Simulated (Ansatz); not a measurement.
Mg:

```xyz
1
Lattice="-1.8360 1.8360 1.6794 1.8360 -1.8360 1.6794 1.8360 1.8360 -1.6794" Properties=species:S:1:pos:R:3 pbc="T T T"
Mg    0.0000    0.0000    0.0000
```

This isn't the form of Mg at room conditions, which is hcp.

```yaml
Program: Ansatz 0.2.0
Task: relaxation of cell and atoms
Functional: PBEsol
Potentials_or_basis: Ansatz PAW
Cutoff: "420 eV (not typed: the program's choice for these potentials)"
k_mesh: 11 × 11 × 11
Occupations: fermi-dirac, width 0.05 eV
Spin: no spin polarisation
```

At the start: volume 22.64 Å³/atom.

Q: Where does the relaxation end?

A: It ends after 7 steps and the volume is 22.41 Å³/atom (-1.0 %); space group Im-3m (No. 229, to 0.05 Å).

The path:
| step | energy change (eV) | largest force (eV/Å) | volume (Å³) |
| --- | --- | --- | --- |
| 1 | 0.0000 | 0.0000 | 22.64 |
| 2 | -0.0002 | 0.0000 | 22.58 |
| 3 | -0.0004 | 0.0000 | 22.56 |
| 4 | -0.0019 | 0.0000 | 22.41 |
| 5 | -0.0031 | 0.0000 | 22.36 |
| 6 | -0.0033 | 0.0000 | 22.41 |
| 7 | -0.0033 | 0.0000 | 22.41 |

Final structure:
```
Mg
1.0
    -1.77535    1.77535    1.77776
     1.77535   -1.77535    1.77776
     1.77535    1.77535   -1.77776
Mg
1
Direct
  0.00000 0.00000 0.00000
```

Caveat: the plane-wave basis is chosen anew once the cell has moved, so the energies of steps on either side of that aren't comparable; the PAW data sets come from PBE, with cores solved anew for the run's functional, which leaves a small shift of forces and pressure.
